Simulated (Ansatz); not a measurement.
The calculation used Ansatz, DFT PBE, scalar-relativistic, plane waves, PAW. All cells share a 420 eV cutoff and Γ-centred k meshes spaced at most about 0.3 Å⁻¹ (about 0.25 or finer for metals, 2π included). No spin polarisation.

Formation energies are uncorrected and refer to the elements' standard structures at the same level (H₂ as a molecule).

All energies are static (0 K, no zero-point motion). Larger cells and other orderings weren't all tried, so the list isn't exhaustive. With hydrogen, zero-point motion can shift formation energies by some tens of meV/atom.

A search for TiH4 gave 5 distinct relaxed structures. Coordination counts H atoms around Ti (those within 1.25 times the shortest such distance or 1.15 times the sum of covalent radii). Cells relaxed within their symmetry can be saddle points.

Question: What is the best candidate for TiH4?

Answer: The one with space group C2/m (No. 12), reached from: a relaxed cell, shaken at random and relaxed again. It has a = 6.448 Å, b = 2.989 Å, c = 6.966 Å, β = 117.4°, 6.0 Å³/atom, no gap on the mesh. Ti is surrounded by 10 H at 1.81–1.98 Å; H on its first site is surrounded by 2 H at 1.73 Å, 2 Ti at 1.81 Å, 2 H at 1.87 Å, 6 H at 2.12–2.30 Å and 1 H at 2.54 Å; H on its second site has 3 Ti at 1.93–1.98 Å, 5 H at 2.02–2.12 Å, 4 H at 2.25–2.32 Å and 3 H at 2.46–2.54 Å; H on its third site has 1 H at 1.87 Å, 3 Ti at 1.91–1.96 Å, 3 H at 2.03–2.09 Å, 3 H at 2.24–2.32 Å and 2 H at 2.46 Å; 1 more site not described. Its energy over the elements is −0.09 eV/atom. Whether it is stable depends on the other phases of the system, which aren't compared here. An observed structure of this formula, if there is one, may be missing.

```cif
data_structure
_symmetry_space_group_name_H-M 'C2/m'
_symmetry_Int_Tables_number 12
_cell_length_a 6.4484
_cell_length_b 2.9887
_cell_length_c 6.9658
_cell_angle_alpha 90.000
_cell_angle_beta 117.356
_cell_angle_gamma 90.000
_cell_volume 119.24
loop_
_atom_site_label
_atom_site_type_symbol
_atom_site_symmetry_multiplicity
_atom_site_Wyckoff_symbol
_atom_site_fract_x
_atom_site_fract_y
_atom_site_fract_z
_atom_site_occupancy
Ti1 Ti 4 i 0.87764 0.50000 0.73807 1
H1 H 4 i 0.04321 0.00000 0.86432 1
H2 H 4 i 0.82547 0.50000 0.26590 1
H3 H 4 i 0.86849 0.00000 0.56285 1
H4 H 4 i 0.63112 0.00000 0.00302 1
```

Question: How much higher is the Im-3m structure with 7.8 Å³/atom and coordination Ti 8 (reached from: random cell)?

Answer: 0.30 eV/atom. It has no gap on its mesh.

Question: How much higher is the P6/mmm structure with 6.2 Å³/atom and coordination Ti 12 (reached from: ordered vacancies on the cation sites of aluminium diboride)?

Answer: 108 meV/atom. It has no gap on its mesh.
